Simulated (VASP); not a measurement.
# SiC (Fm-3m) in VASP: further runs

One crystal, SiC, is run at these levels: LDA; tasks: single point, relaxation of cell and atoms.

All numbers are computed with VASP 6.6.1; they aren't measurements. Logs are shortened: lines on timing, memory, paths and dates and some standing lists are left out, and cuts for length are marked.

## Step 1: Starting point

The structure is cubic, space group Fm-3m (No. 225). Conventional cell: a = 4.057 Å, b = 4.057 Å, c = 4.057 Å, α = 90.00°, β = 90.00°, γ = 90.00°. Si (site symmetry m-3m) has 6 C at 2.03 Å as nearest neighbours. C (site symmetry m-3m) is surrounded by 6 Si at 2.03 Å.

The cell was built by a generator and needn't be a form met in nature.

## Step 2: Single point, LDA (relaxed again under DFT LDA, scalar-relativistic, plane waves, PAW)

The input, INCAR:

```
SYSTEM = SiC
PREC = Accurate ; ENCUT = 520
EDIFF = 1E-6 ; ISMEAR = 0
SIGMA = 0.1 ; LREAL = .FALSE.
LASPH = .TRUE. ; NELM = 60
ALGO = Normal ; ISIF = 2
LWAVE = .FALSE. ; LCHARG = .FALSE.
GGA = CA ; NBANDS = 11
```

The input, KPOINTS:

```
regular mesh
0
G
  18 18 18
  0 0 0
```

The input, POSCAR:

```
SiC
1.0
    0.0000000000      2.0032461618      2.0032461618
    2.0032461618      0.0000000000      2.0032461618
    2.0032461618      2.0032461618      0.0000000000
Si C
1 1
Direct
    0.0000000000      0.0000000000      0.0000000000
    0.5000000000      0.5000000000      0.5000000000
```

Potentials or basis: VASP PAW LDA potentials, release 64 (Si, C).

Started as:

```sh
$ cat potpaw_LDA.64/Si/POTCAR potpaw_LDA.64/C/POTCAR > POTCAR
$ mpirun -np 1 vasp_std > vasp.out
```

OUTCAR:

```text
SYSTEM = SiC
   PREC = Accurate
   ENCUT = 520
   EDIFF = 1E-6
   ISMEAR = 0
   LREAL = .FALSE.
   LASPH = .TRUE.
   NELM = 60
   ISIF = 2
   GGA = CA

 ion  position               nearest neighbor table
   1  0.000  0.000  0.000-   2 2.00   2 2.00   2 2.00   2 2.00   2 2.00   2 2.00
   2  0.500  0.500  0.500-   1 2.00   1 2.00   1 2.00   1 2.00   1 2.00   1 2.00

  LATTYP: Found a face centered cubic cell.
 ALAT       =     4.0064923236

  Lattice vectors:

 A1 = (   0.0000000000,   2.0032461618,   2.0032461618)
 A2 = (   2.0032461618,   0.0000000000,   2.0032461618)
 A3 = (   2.0032461618,   2.0032461618,   0.0000000000)

Analysis of symmetry for initial positions (statically):
=====================================================================
 Subroutine PRICEL returns:
 Original cell was already a primitive cell.

 Routine SETGRP: Setting up the symmetry group for a
 face centered cubic supercell.

 Subroutine GETGRP returns: Found 48 space group operations
 (whereof 48 operations were pure point group operations)
 out of a pool of 48 trial point group operations.

The static configuration has the point symmetry O_h .

Analysis of symmetry for dynamics (positions and initial velocities):
=====================================================================
 Subroutine PRICEL returns:
 Original cell was already a primitive cell.

 Routine SETGRP: Setting up the symmetry group for a
 face centered cubic supercell.

 Subroutine GETGRP returns: Found 48 space group operations
 (whereof 48 operations were pure point group operations)
 out of a pool of 48 trial point group operations.

The dynamic configuration has the point symmetry O_h .

 Subroutine INISYM returns: Found 48 space group operations
 (whereof 48 operations are pure point group operations),
 and found     1 'primitive' translations

----------------------------------------------------------------------------------------

                                     Primitive cell

  volume of cell :      16.0780

  direct lattice vectors                    reciprocal lattice vectors
     0.000000000  2.003246162  2.003246162    -0.249594887  0.249594887  0.249594887
     2.003246162  0.000000000  2.003246162     0.249594887 -0.249594887  0.249594887
     2.003246162  2.003246162  0.000000000     0.249594887  0.249594887 -0.249594887

  length of vectors
     2.833017891  2.833017891  2.833017891     0.432311026  0.432311026  0.432311026

  position of ions in fractional coordinates (direct lattice)
     0.000000000  0.000000000  0.000000000
     0.500000000  0.500000000  0.500000000

  ion indices of the primitive-cell ions
   primitive index   ion index
                 1           1
                 2           2

----------------------------------------------------------------------------------------

 KPOINTS: regular mesh

Automatic generation of k-mesh.
 Grid dimensions read from file:
 generate k-points for:   18   18   18

 Generating k-lattice:

  Cartesian coordinates                     Fractional coordinates (reciprocal lattice)
    -0.013866383  0.013866383  0.013866383     0.055555556  0.000000000  0.000000000
     0.013866383 -0.013866383  0.013866383     0.000000000  0.055555556  0.000000000
     0.013866383  0.013866383 -0.013866383     0.000000000  0.000000000  0.055555556

  Length of vectors
     0.024017279  0.024017279  0.024017279

  Shift w.r.t. Gamma in fractional coordinates (k-lattice)
     0.000000000  0.000000000  0.000000000

 Subroutine IBZKPT returns following result:
 ===========================================

 Found    195 irreducible k-points:

 Following reciprocal coordinates:
            Coordinates               Weight
  0.000000  0.000000  0.000000      1.000000
  0.055556  0.000000  0.000000      8.000000
  0.111111  0.000000  0.000000      8.000000
  0.166667  0.000000  0.000000      8.000000
  0.222222  0.000000  0.000000      8.000000
  0.277778  0.000000  0.000000      8.000000
[... 16 lines left out ...]
 -0.277778  0.055556  0.000000     24.000000
 -0.222222  0.055556  0.000000     24.000000
 [... further k-points ...]
   k-points           NKPTS =    195   k-points in BZ     NKDIM =    195   number of bands    NBANDS=     11
   number of dos      NEDOS =    301   number of ions     NIONS =      2
   total plane-waves  NPLWV =  13824
   dimension x,y,z NGX =    24 NGY =   24 NGZ =   24
   dimension x,y,z NGXF=    48 NGYF=   48 NGZF=   48
   ions per type =               1   1
   NGX,Y,Z   is equivalent  to a cutoff of  14.08, 14.08, 14.08 a.u.
   NGXF,Y,Z  is equivalent  to a cutoff of  28.17, 28.17, 28.17 a.u.
 SYSTEM =  SiC
   PREC   = accura    normal or accurate (medium, high low for compatibility)
   ISTART =      0    job   : 0-new  1-cont  2-samecut
   ICHARG =      2    charge: 1-file 2-atom 10-const
   ISPIN  =      1    spin polarized calculation?
   LNONCOLLINEAR =      F non collinear calculations
   LSORBIT =      F    spin-orbit coupling
   LASPH  =      T    aspherical Exc in radial PAW
   ENCUT  =  520.0 eV  38.22 Ry    6.18 a.u.   5.27  5.27  5.27*2*pi/ulx,y,z
   NELM   =     60;   NELMIN=  2; NELMDL= -5     # of ELM steps
   EDIFF  = 0.1E-05   stopping-criterion for ELM
   LREAL  =      F    real-space projection
   EDIFFG = 0.1E-04   stopping-criterion for IOM
   NSW    =      0    number of steps for IOM
   IBRION =     -1    ionic relax: 0-MD 1-quasi-New 2-CG
   NFREE  =      0    steps in history (QN), initial steepest desc. (CG)
   ISIF   =      2    stress and relaxation
   ISYM   =      2    0-nonsym 1-usesym 2-fastsym
   POTIM  = 0.5000    time-step for ionic-motion
   TEBEG  =    0.0;   TEEND  =   0.0 temperature during run
   PSTRESS=    0.0 pullay stress
   NELECT =       8.0000    total number of electrons
   NUPDOWN=      -1.0000    fix difference up-down
   EMIN   =  10.00;   EMAX   =-10.00  energy-range for DOS
   EFERMI =   0.00;   METHOD = LEGACY
   ISMEAR =     0;   SIGMA  =   0.10  broadening in eV -4-tet -1-fermi 0-gaus
   EFERMI_NEDOS =   21; number of points for ismear=-14 and -15
   IALGO  =     38    algorithm
   IMIX   =      4    mixing-type and parameters
     AMIX     =   0.40;   BMIX     =  1.00
     AMIX_MAG =   1.60;   BMIX_MAG =  1.00
  volume/ion in A,a.u.               =       8.04        54.25
  Fermi-wavevector in a.u.,A,eV,Ry     =   1.297260  2.451467 22.897036  1.682885
  Thomas-Fermi vector in A             =   2.428664
   LORBIT       =      0    0 simple, 1 ext, 2 COOP (PROOUT), +10 PAW based schemes
   GGA     = CA    functional components
   LHFCALC =     F    Hartree Fock is set to
   AEXX    =    0.0000 exact exchange contribution
   IVDW    =     0    specifies the selected vdW correction
   LEPSILON=     F    determine dielectric tensor
   LRPA    =     F    only Hartree local field effects (RPA)
 non-spin polarized calculation
 Gauss-broadening in eV      SIGMA  =   0.10
  energy-cutoff  :      520.00
  volume of cell :       16.08
 maximum number of plane-waves:       448
 NGX is ok and might be reduce to    24
   NGX = 11   NGY = 11   NGZ = 11

 number of electron       8.0000000 magnetization

 Free energy of the ion-electron system (eV)
  ---------------------------------------------------
  ext. energy  EPLUGINS =         0.00000000
  ---------------------------------------------------
  free energy    TOTEN  =       -15.30183148 eV

  energy without entropy =      -15.30045437  energy(sigma->0) =      -15.30114293

 E-fermi :  12.8427     XC(G=0): -12.9514

 val. band max:       12.8314911777   @ k =   0.0556   0.0000   0.0000
 cond. band min:      12.8534513138   @ k =  -0.1667   0.1111   0.0000
 fundamental gap:      0.0219601361
 Fermi energy:        12.8427453804

 k-point     1 :       0.0000    0.0000    0.0000
  band No.  band energies     occupation
      1      -5.8351      2.00000
      2      12.8823      0.57585
      3      12.8823      0.57585
      4      12.8823      0.57585
      5      21.0308      0.00000
      6      21.8203      0.00000
      7      21.8203      0.00000
      8      21.8203      0.00000
      9      25.7946      0.00000
     10      25.7946      0.00000
     11      25.7946      0.00000

 k-point     2 :       0.0556    0.0000    0.0000
  band No.  band energies     occupation
      1      -5.7585      2.00000
      2      12.4556      2.00000
      3      12.8315      1.12646
      4      12.8315      1.12646
      5      21.1290      0.00000
      6      21.7403      0.00000
      7      21.9595      0.00000
      8      21.9595      0.00000
      9      24.7818      0.00000
     10      24.7818      0.00000
     11      25.7395      0.00000

 k-point     3 :       0.1111    0.0000    0.0000
  band No.  band energies     occupation
      1      -5.5291      2.00000
      2      11.3454      2.00000
      3      12.6939      1.96466
      4      12.6939      1.96466
      5      20.8392      0.00000
      6      22.1625      0.00000
      7      22.1970      0.00000
      8      22.1970      0.00000
      9      23.7188      0.00000
     10      23.7188      0.00000
     11      25.5251      0.00000

 k-point     4 :       0.1667    0.0000    0.0000
  band No.  band energies     occupation
      1      -5.1479      2.00000
      2       9.8530      2.00000
      3      12.5049      2.00000
      4      12.5049      2.00000
      5      20.3432      0.00000
      6      21.6844      0.00000
      7      21.6844      0.00000
      8      22.9306      0.00000
      9      23.8328      0.00000
     10      23.8328      0.00000
     11      25.2096      0.00000
[... 239 lines left out ...]
 k-point    22 :      -0.3333    0.0556    0.0000
  band No.  band energies     occupation
      1      -2.7572      2.00000
      2       4.3880      2.00000
      3      11.2201      2.00000
      4      12.1372      2.00000
      5      18.7391      0.00000
      6      18.9734      0.00000
      7      19.5633      0.00000
      8      23.7387      0.00000
      9      26.2595      0.00000
     10      27.2076      0.00000
     11      29.1470      0.00000

 k-point    23 :      -0.2778    0.0556    0.0000
  band No.  band energies     occupation
      1      -3.6169      2.00000
      2       6.0050      2.00000
      3      11.3087      2.00000
      4      12.3670      2.00000
      5      19.2462      0.00000
      6      19.6842      0.00000
      7      19.7723      0.00000
      8      23.9247      0.00000
      9      25.4583      0.00000
     10      25.7319      0.00000
     11      27.8993      0.00000

 k-point    24 :      -0.2222    0.0556    0.0000
  band No.  band energies     occupation
      1      -4.3405      2.00000
      2       7.6770      2.00000
      3      11.4749      2.00000
      4      12.5881      1.99968
      5      19.9656      0.00000
      6      20.0310      0.00000
      7      20.5665      0.00000
      8      23.5449      0.00000
      9      24.4288      0.00000
     10      25.2556      0.00000
     11      26.6581      0.00000

 [... further k-points ...]
[... 5 lines left out ...]
  --------------------------------------------------------------------------------------
  -------------------------------------------------------------------------------------
  Total        0.0753129      0.0753129      0.0753129     -0.0000000     -0.0000000     -0.0000000
  in kB        7.5049369      7.5049369      7.5049369     -0.0000000     -0.0000000     -0.0000000
  external PRESSURE =       7.5049369 kB  Pullay stress =       0.0000000 kB

 VOLUME and BASIS-vectors are now :
 -----------------------------------------------------------------------------
  energy-cutoff  :      520.00
  volume of cell :       16.08
      direct lattice vectors                 reciprocal lattice vectors
     0.000000000  2.003246162  2.003246162    -0.249594887  0.249594887  0.249594887
     2.003246162  0.000000000  2.003246162     0.249594887 -0.249594887  0.249594887
     2.003246162  2.003246162  0.000000000     0.249594887  0.249594887 -0.249594887

 POSITION                                       TOTAL-FORCE (eV/Angst)
 -----------------------------------------------------------------------------------
      0.00000      0.00000      0.00000         0.000000     -0.000000     -0.000000
      2.00325      2.00325      2.00325        -0.000000      0.000000      0.000000
 -----------------------------------------------------------------------------------
    total drift:                               -0.000000     -0.000000      0.000000

  FREE ENERGIE OF THE ION-ELECTRON SYSTEM (eV)
  ---------------------------------------------------
  free  energy   TOTEN  =       -15.3018314833 eV

  energy  without entropy=      -15.3004543669  energy(sigma->0) =      -15.30114293
```

Run time: 25 s. Hardware: 1 thread of Intel Xeon Platinum 8488C (Sapphire Rapids), shared host; peak memory 0.14 GiB.

What came out:

```yaml
Free_energy: -15.3018 eV
Pressure: 0.8 GPa
Band_gap_on_the_k_mesh: none (metal or under the smearing width)
```

[end of part 1 of 2]
